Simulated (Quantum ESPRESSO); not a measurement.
# KTaO3 (Pm-3m) in Quantum ESPRESSO: band structure with r2SCAN

Aim: the band structure of KTaO3 with r2SCAN.

Program: Quantum ESPRESSO 7.5. These are calculated values, not measurements. Logs are shortened: lines on timing, memory, paths and dates and some standing lists are left out, and cuts for length are marked.

## 1. The crystal as given

The structure is cubic, space group Pm-3m (No. 221). Conventional cell: a = 3.988 Å, b = 3.988 Å, c = 3.988 Å, α = 90.00°, β = 90.00°, γ = 90.00°. Around Ta (site symmetry m-3m) lie 6 O at 1.99 Å. Around K (site symmetry m-3m) lie 12 O at 2.82 Å. O (site symmetry 4/mmm) has 2 Ta at 1.99 Å as nearest neighbours.

## 2. Band structure, r2SCAN

pw.in

```
&CONTROL
  calculation = 'scf'
  prefix = 'pwscf'
  outdir = './tmp'
  pseudo_dir = './pseudo'
  tprnfor = .true.
  tstress = .true.
  disk_io = 'low'
/
&SYSTEM
  ibrav = 0
  nat = 5
  ntyp = 3
  ecutwfc = 88
  nbnd = 37
  input_dft = 'r2scan'
  occupations = 'smearing'
  smearing = 'fd'
  degauss = 0.00367493
  nosym = .true.
/
&ELECTRONS
  conv_thr = 1d-08
  electron_maxstep = 120
  mixing_beta = 0.5
/
ATOMIC_SPECIES
Ta   180.9479 Ta_ONCV_PBE-1.2.upf
K     39.0983 K_ONCV_PBE-1.2.upf
O     15.9990 O_ONCV_PBE-1.2.upf
CELL_PARAMETERS angstrom
   3.9883000000    0.0000000000    0.0000000000
   0.0000000000    3.9883000000    0.0000000000
   0.0000000000    0.0000000000    3.9883000000
ATOMIC_POSITIONS crystal
Ta     0.0000000000    0.0000000000    0.0000000000
K      0.5000000000    0.5000000000    0.5000000000
O      0.0000000000    0.0000000000    0.5000000000
O      0.0000000000    0.5000000000    0.0000000000
O      0.5000000000    0.0000000000    0.0000000000
K_POINTS automatic
5 5 5 0 0 0
```

bands.in

```
&CONTROL
  calculation = 'bands'
  prefix = 'pwscf'
  outdir = './tmp'
  pseudo_dir = './pseudo'
  disk_io = 'low'
  verbosity = 'high'
/
&SYSTEM
  ibrav = 0
  nat = 5
  ntyp = 3
  ecutwfc = 88
  nbnd = 37
  input_dft = 'r2scan'
  occupations = 'smearing'
  smearing = 'fd'
  degauss = 0.00367493
  nosym = .true.
/
&ELECTRONS
  conv_thr = 1d-08
  electron_maxstep = 120
  mixing_beta = 0.5
  diago_full_acc = .true.
  startingwfc = 'random'
/
ATOMIC_SPECIES
Ta   180.9479 Ta_ONCV_PBE-1.2.upf
K     39.0983 K_ONCV_PBE-1.2.upf
O     15.9990 O_ONCV_PBE-1.2.upf
CELL_PARAMETERS angstrom
   3.9883000000    0.0000000000    0.0000000000
   0.0000000000    3.9883000000    0.0000000000
   0.0000000000    0.0000000000    3.9883000000
ATOMIC_POSITIONS crystal
Ta     0.0000000000    0.0000000000    0.0000000000
K      0.5000000000    0.5000000000    0.5000000000
O      0.0000000000    0.0000000000    0.5000000000
O      0.0000000000    0.5000000000    0.0000000000
O      0.5000000000    0.0000000000    0.0000000000
K_POINTS crystal
60
 0.0000000000  0.0000000000  0.0000000000 1
 0.0000000000  0.0714285714  0.0000000000 1
 0.0000000000  0.1428571429  0.0000000000 1
 0.0000000000  0.2142857143  0.0000000000 1
 0.0000000000  0.2857142857  0.0000000000 1
 0.0000000000  0.3571428571  0.0000000000 1
 0.0000000000  0.4285714286  0.0000000000 1
 0.0000000000  0.5000000000  0.0000000000 1
 0.0714285714  0.5000000000  0.0000000000 1
 0.1428571429  0.5000000000  0.0000000000 1
 0.2142857143  0.5000000000  0.0000000000 1
 0.2857142857  0.5000000000  0.0000000000 1
 0.3571428571  0.5000000000  0.0000000000 1
 0.4285714286  0.5000000000  0.0000000000 1
 0.5000000000  0.5000000000  0.0000000000 1
 0.4545454545  0.4545454545  0.0000000000 1
 0.4090909091  0.4090909091  0.0000000000 1
 0.3636363636  0.3636363636  0.0000000000 1
 0.3181818182  0.3181818182  0.0000000000 1
 0.2727272727  0.2727272727  0.0000000000 1
 0.2272727273  0.2272727273  0.0000000000 1
 0.1818181818  0.1818181818  0.0000000000 1
 0.1363636364  0.1363636364  0.0000000000 1
 0.0909090909  0.0909090909  0.0000000000 1
 0.0454545455  0.0454545455  0.0000000000 1
 0.0000000000  0.0000000000  0.0000000000 1
 0.0357142857  0.0357142857  0.0357142857 1
 0.0714285714  0.0714285714  0.0714285714 1
 0.1071428571  0.1071428571  0.1071428571 1
 0.1428571429  0.1428571429  0.1428571429 1
 0.1785714286  0.1785714286  0.1785714286 1
 0.2142857143  0.2142857143  0.2142857143 1
 0.2500000000  0.2500000000  0.2500000000 1
 0.2857142857  0.2857142857  0.2857142857 1
 0.3214285714  0.3214285714  0.3214285714 1
 0.3571428571  0.3571428571  0.3571428571 1
 0.3928571429  0.3928571429  0.3928571429 1
 0.4285714286  0.4285714286  0.4285714286 1
 0.4642857143  0.4642857143  0.4642857143 1
 0.5000000000  0.5000000000  0.5000000000 1
 0.4545454545  0.5000000000  0.4545454545 1
 0.4090909091  0.5000000000  0.4090909091 1
 0.3636363636  0.5000000000  0.3636363636 1
 0.3181818182  0.5000000000  0.3181818182 1
 0.2727272727  0.5000000000  0.2727272727 1
 0.2272727273  0.5000000000  0.2272727273 1
 0.1818181818  0.5000000000  0.1818181818 1
 0.1363636364  0.5000000000  0.1363636364 1
 0.0909090909  0.5000000000  0.0909090909 1
 0.0454545455  0.5000000000  0.0454545455 1
 0.0000000000  0.5000000000  0.0000000000 1
 0.5000000000  0.5000000000  0.0000000000 1
 0.5000000000  0.5000000000  0.0625000000 1
 0.5000000000  0.5000000000  0.1250000000 1
 0.5000000000  0.5000000000  0.1875000000 1
 0.5000000000  0.5000000000  0.2500000000 1
 0.5000000000  0.5000000000  0.3125000000 1
 0.5000000000  0.5000000000  0.3750000000 1
 0.5000000000  0.5000000000  0.4375000000 1
 0.5000000000  0.5000000000  0.5000000000 1
```

Potentials or basis: SG15 PBE 1.2.

Started as:

```sh
$ OMP_NUM_THREADS=1 mpirun -n 4 pw.x -nk 2 -in pw.in > pw.out
$ OMP_NUM_THREADS=1 mpirun -n 4 pw.x -nk 4 -in bands.in > bands.out
```

pw.out:

```text
This program is part of the open-source Quantum ESPRESSO suite
     for quantum simulation of materials; please cite
         "P. Giannozzi et al., J. Phys.:Condens. Matter 21 395502 (2009);
         "P. Giannozzi et al., J. Phys.:Condens. Matter 29 465901 (2017);
         "P. Giannozzi et al., J. Chem. Phys. 152 154105 (2020);
     in publications or presentations arising from this work. More details at

     IMPORTANT: XC functional enforced from input :
     Exchange-correlation= R2SCAN
                           (   0   0   0   0   0 497 498)
     Any further DFT definition will be discarded
     Please, verify this is what you really want

     K-points division:     npool     =       2
     Subspace diagonalization in iterative solution of the eigenvalue problem:
     a serial algorithm will be used

     --------------------
     sticks:   dense  smooth     PW     G-vecs:    dense   smooth      PW
     Min         798     798    218                23916    23916    3560
     Max         799     799    219                23917    23917    3563
     Sum        1597    1597    437                47833    47833    7123

     Using Slab Decomposition

     bravais-lattice index     =            0
     lattice parameter (alat)  =       7.5368  a.u.
     unit-cell volume          =     428.1146 (a.u.)^3
     number of atoms/cell      =            5
     number of atomic types    =            3
     number of electrons       =        54.00
     number of Kohn-Sham states=           37
     kinetic-energy cutoff     =      88.0000  Ry
     charge density cutoff     =     352.0000  Ry
     scf convergence threshold =      1.0E-08
     mixing beta               =       0.5000
     number of iterations used =            8  plain     mixing
     Exchange-correlation= R2SCAN
                           (   0   0   0   0   0 497 498)

     celldm(1)=   7.536795  celldm(2)=   0.000000  celldm(3)=   0.000000
     celldm(4)=   0.000000  celldm(5)=   0.000000  celldm(6)=   0.000000

     crystal axes: (cart. coord. in units of alat)
               a(1) = (   1.000000   0.000000   0.000000 )
               a(2) = (   0.000000   1.000000   0.000000 )
               a(3) = (   0.000000   0.000000   1.000000 )

     reciprocal axes: (cart. coord. in units 2 pi/alat)
               b(1) = (  1.000000  0.000000  0.000000 )
               b(2) = (  0.000000  1.000000  0.000000 )
               b(3) = (  0.000000  0.000000  1.000000 )

     PseudoPot. # 1 for Ta read from file:
     Ta_ONCV_PBE-1.2.upf
     Pseudo is Norm-conserving, Zval = 27.0
     Generated using ONCVPSP code by D. R. Hamann
     Using radial grid of  602 points,  8 beta functions with:
                l(1) =   0
                l(2) =   0
                l(3) =   1
                l(4) =   1
                l(5) =   2
                l(6) =   2
                l(7) =   3
                l(8) =   3

     PseudoPot. # 2 for K  read from file:
     K_ONCV_PBE-1.2.upf
     Pseudo is Norm-conserving, Zval =  9.0
     Generated using ONCVPSP code by D. R. Hamann
     Using radial grid of  602 points,  6 beta functions with:
                l(1) =   0
                l(2) =   0
                l(3) =   1
                l(4) =   1
                l(5) =   2
                l(6) =   2

     PseudoPot. # 3 for O  read from file:
     O_ONCV_PBE-1.2.upf
     Pseudo is Norm-conserving, Zval =  6.0
     Generated using ONCVPSP code by D. R. Hamann
     Using radial grid of  602 points,  4 beta functions with:
                l(1) =   0
                l(2) =   0
                l(3) =   1
                l(4) =   1

     atomic species   valence    mass     pseudopotential
     Ta               27.00   180.94790     Ta( 1.00)
     K                 9.00    39.09830     K ( 1.00)
     O                 6.00    15.99900     O ( 1.00)

     No symmetry found

   Cartesian axes

     site n.     atom                  positions (alat units)
         1        Ta     tau(   1) = (   0.0000000   0.0000000   0.0000000  )
         2        K      tau(   2) = (   0.5000000   0.5000000   0.5000000  )
         3        O      tau(   3) = (   0.0000000   0.0000000   0.5000000  )
         4        O      tau(   4) = (   0.0000000   0.5000000   0.0000000  )
         5        O      tau(   5) = (   0.5000000   0.0000000   0.0000000  )

     number of k points=    63  Fermi-Dirac smearing, width (Ry)=  0.0037
                       cart. coord. in units 2pi/alat
        k(    1) = (   0.0000000   0.0000000   0.0000000), wk =   0.0160000
        k(    2) = (   0.0000000   0.0000000   0.2000000), wk =   0.0320000
        k(    3) = (   0.0000000   0.0000000   0.4000000), wk =   0.0320000
        k(    4) = (   0.0000000   0.2000000   0.0000000), wk =   0.0320000
        k(    5) = (   0.0000000   0.2000000   0.2000000), wk =   0.0320000
        k(    6) = (   0.0000000   0.2000000   0.4000000), wk =   0.0320000
[... 55 lines left out ...]
        k(   62) = (   0.4000000  -0.2000000  -0.4000000), wk =   0.0320000
        k(   63) = (   0.4000000  -0.2000000  -0.2000000), wk =   0.0320000

     Dense  grid:    47833 G-vectors     FFT dimensions: (  45,  45,  45)

     WARNING: libxc functional with ID  497 depends
      on external parameters: check the user_guide of
      QE if you need to modify them or to check their
      default values.

     WARNING: libxc functional with ID  498 depends
      on external parameters: check the user_guide of
      QE if you need to modify them or to check their
      default values.

     Initial potential from superposition of free atoms

     starting charge      53.6429, renormalised to      54.0000
     Starting wfcs are random

     Self-consistent Calculation

     iteration #  1     ecut=    88.00 Ry     beta= 0.50
     Davidson diagonalization with overlap
     ethr =  1.00E-02,  avg # of iterations = 12.0

     total energy              =    -647.99314559 Ry
     estimated scf accuracy    <      99.10273947 Ry

     iteration #  2     ecut=    88.00 Ry     beta= 0.50
     Davidson diagonalization with overlap
     ethr =  1.00E-02,  avg # of iterations =  2.0

     total energy              =    -648.30510556 Ry
     estimated scf accuracy    <      26.34710221 Ry

     iteration #  3     ecut=    88.00 Ry     beta= 0.50
     Davidson diagonalization with overlap
     ethr =  1.00E-02,  avg # of iterations =  1.9
[... 64 lines left out ...]
     total energy              =    -648.74166878 Ry
     estimated scf accuracy    <       0.00000012 Ry

     iteration # 13     ecut=    88.00 Ry     beta= 0.50
     Davidson diagonalization with overlap
     ethr =  2.14E-10,  avg # of iterations =  1.7

     total energy              =    -648.74166879 Ry
     estimated scf accuracy    <       0.00000001 Ry

     iteration # 14     ecut=    88.00 Ry     beta= 0.50
     Davidson diagonalization with overlap
     ethr =  2.65E-11,  avg # of iterations =  1.9

     End of self-consistent calculation

          k = 0.0000 0.0000 0.0000 (  6031 PWs)   bands (ev):

   -57.8104 -24.0858 -24.0858 -24.0858 -17.0425  -7.2107  -7.0946  -7.0218
    -7.0218  -7.0218  -7.0052  -7.0052  -7.0052  -6.5683  -6.5683   0.3163
     0.3163   0.3163   8.9700   8.9700   8.9700  10.3977  10.3977  10.3977
    10.8621  10.8621  10.8621  13.7466  13.7466  13.7466  18.2024  18.2025
    18.8004  20.2248  20.2248  23.5449  23.5449

          k = 0.0000 0.0000 0.2000 (  5967 PWs)   bands (ev):

   -57.8101 -24.1187 -24.0846 -24.0846 -17.0334  -7.2261  -7.0947  -7.0247
    -7.0220  -7.0208  -7.0208  -7.0045  -7.0045  -6.5611  -6.2179   0.3299
     0.3299   0.3593   7.9927   8.9318   8.9318   9.8603   9.8603  10.0142
    10.2366  10.7212  10.7212  13.7921  14.8085  14.8085  18.2137  19.1764
    19.9384  20.7196  20.8090  23.2990  23.6545

          k = 0.0000 0.0000 0.4000 (  5962 PWs)   bands (ev):
[... 473 lines left out ...]
   -57.8090 -24.1663 -24.1661 -24.1123 -17.0002  -7.2183  -7.2077  -7.1460
    -7.0952  -7.0184  -7.0183  -7.0164  -6.2975  -5.6086  -5.5743   0.2280
     0.2334   0.3450   6.2099   6.2556   7.2543   8.0125   8.1487   8.3509
    10.6464  10.6918  11.2979  16.7004  16.7420  17.5149  20.9160  22.2135
    22.3980  22.6327  23.1432  23.7564  24.1737

          k = 0.4000-0.2000-0.2000 (  5969 PWs)   bands (ev):

   -57.8093 -24.1685 -24.1144 -24.1140 -17.0084  -7.2202  -7.1820  -7.1256
    -7.0951  -7.0201  -7.0182  -7.0181  -6.4678  -6.1399  -5.5864   0.2610
     0.3103   0.4158   6.2251   7.7345   8.0377   8.1392   8.2269   8.9401
    10.4969  10.5542  10.8175  15.5438  16.6417  16.7038  20.4164  21.3958
    21.9819  22.2913  22.9088  23.1086  23.6140

     the Fermi energy is    12.6800 ev

!    total energy              =    -648.74166879 Ry
     estimated scf accuracy    <          3.9E-09 Ry
     smearing contrib. (-TS)   =      -0.00000000 Ry
     internal energy E=F+TS    =    -648.74166879 Ry

     The total energy is F=E-TS. E is the sum of the following terms:
     one-electron contribution =    -331.40479204 Ry
     hartree contribution      =     203.53337543 Ry
     xc contribution           =     -69.45981457 Ry
     ewald contribution        =    -451.41043762 Ry

     convergence has been achieved in  14 iterations

     Forces acting on atoms (cartesian axes, Ry/au):

     atom    1 type  1   force =     0.00000745    0.00000127    0.00000358
     atom    2 type  2   force =    -0.00000191   -0.00000043   -0.00000066
     atom    3 type  3   force =    -0.00000238   -0.00000063   -0.00000102
     atom    4 type  3   force =    -0.00000095   -0.00000011   -0.00000083
     atom    5 type  3   force =    -0.00000221   -0.00000010   -0.00000106

     Total force =     0.000009     Total SCF correction =     0.000028
     SCF correction compared to forces is large: reduce conv_thr to get better values

     Computing stress (Cartesian axis) and pressure

          total   stress  (Ry/bohr**3)                   (kbar)     P=      -33.87
  -0.00023027  -0.00000000   0.00000000          -33.87       -0.00        0.00
  -0.00000000  -0.00023027   0.00000000           -0.00      -33.87        0.00
   0.00000000   0.00000000  -0.00023024            0.00        0.00      -33.87

=------------------------------------------------------------------------------=
   JOB DONE.
=------------------------------------------------------------------------------=
```

Run time: 3.8 min. Hardware: 4 MPI ranks of AMD EPYC 9R45 (Zen 5), shared host; peak memory 0.56 GiB.

What came out:

| Quantity | Value |
| --- | --- |
| Free energy | -8826.5801 eV |
| Pressure | -3.4 GPa |
| Band gap on the k mesh | 2.40 eV, indirect (least direct gap 2.88 eV) |
| Band gap along the path | 2.28 eV, indirect (least direct gap 2.88 eV) |

Levels at the corners of the path, in eV from the valence-band top:
```csv
point,band 23,band 24,band 25,band 26,band 27,band 28,band 29,band 30,band 31,band 32
Γ,-1.06,-1.06,-0.60,-0.60,-0.60,2.28,2.28,2.28,6.74,6.74
X,-2.37,-2.13,-1.51,-0.84,-0.84,2.42,5.09,5.09,6.77,8.92
M,-2.86,-1.69,-1.44,-1.44,-0.04,5.12,5.12,6.37,7.83,10.90
Γ,-1.06,-1.06,-0.60,-0.60,-0.60,2.28,2.28,2.28,6.74,6.74
R,-3.98,-3.98,0.00,0.00,0.00,6.49,6.49,6.49,9.77,9.77
X,-2.37,-2.13,-1.51,-0.84,-0.84,2.42,5.09,5.09,6.77,8.92
M,-2.86,-1.69,-1.44,-1.44,-0.04,5.12,5.12,6.37,7.83,10.90
R,-3.98,-3.98,0.00,0.00,0.00,6.49,6.49,6.49,9.77,9.77
```

Caveat: the potentials were made for another functional, which shifts forces and pressure; spin-orbit coupling is left out, which moves the levels of the heavy elements; the mesh misses the band edges, which the band path finds closer together. r2SCAN opens gaps a little over a GGA but as a rule still falls short of measured ones.
